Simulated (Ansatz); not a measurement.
**ScAl3: course of a relaxation**

Method: Ansatz, DFT r2SCAN, scalar-relativistic, plane waves, PAW. (500 eV cutoff, 10×10×10 k-mesh, Gaussian smearing of 0.10 eV, no spin polarisation)

What was changed: relaxed at 3 GPa.

Command:

```bash
ansatz run input.yaml --threads 1 --pin off --max-ram 2560MiB --backend cpu --events-out ev --progress --plain --runs-dir out
```

Input:

```yaml
crystal:
  lattice:
    - [4.047169382, 0.0, 0.0]
    - [0.0, 4.047169382, 0.0]
    - [0.0, 0.0, 4.047169382]
  atoms:
    - { symbol: Sc, position: [0.0, 0.0, 0.0] }
    - { symbol: Al, position: [0.5, 0.0, 0.5] }
    - { symbol: Al, position: [0.0, 0.5, 0.5] }
    - { symbol: Al, position: [0.5, 0.5, 0.0] }
basis:
  ecutwfc: 500
kpoints:
  mp_grid: { grid: [10, 10, 10] }
hamiltonian:
  xc: r2scan
scf:
  occupations: { method: gaussian, width: 0.1 }
output:
  forces: true
  stress: true
  eigenvalues: true
relax:
  adjacent_minimum: "off"
  f_tol: 0.008
  max_steps: 50
  cell: { stress_tol: 0.08, p_target: 3.0 }
```

F is the free energy. Steps run on the plane waves of an earlier cell, but the last one, and at times one on the way, on a freshly chosen basis, so a repeated geometry can differ a little in energy. The relaxation lowers the enthalpy F + PV at the target pressure, so F itself can rise.

Steps:

| step | F − F(1) (eV) | largest force component (eV/Å) | V (Å³/atom) | P (GPa) |
| --- | --- | --- | --- | --- |
| 1 | 0.0000 | 0.000 | 16.573 | 2.81 |
| 2 | 0.0038 | 0.000 | 16.522 | 3.14 |
| 3 | 0.0021 | 0.000 | 16.544 | 3.00 |
| 4 | 0.0021 | 0.000 | 16.544 | 3.00 |

Relaxed structure:

```
CELL_PARAMETERS angstrom
4.04480 0.00000 0.00000
0.00000 4.04480 0.00000
0.00000 0.00000 4.04480
ATOMIC_POSITIONS crystal
Sc 0.00000 0.00000 0.00000
Al 0.50000 0.00000 0.50000
Al 0.00000 0.50000 0.50000
Al 0.50000 0.50000 0.00000
```

The structure is cubic, space group Pm-3m (No. 221). The conventional cell has a = 4.045 Å, b = 4.045 Å, c = 4.045 Å, α = 90.00°, β = 90.00°, γ = 90.00°. Sc (site symmetry m-3m) is surrounded by 12 Al at 2.86 Å. Around Al (site symmetry 4/mmm) lie 4 Sc at 2.86 Å and 8 Al at 2.86 Å.

The run converged. Time: 30 s on 1 thread of Intel(R) Xeon(R) Platinum 8259CL CPU @ 2.50GHz (Skylake/Cascade Lake), with other jobs on the host, peak memory 0.55 GiB.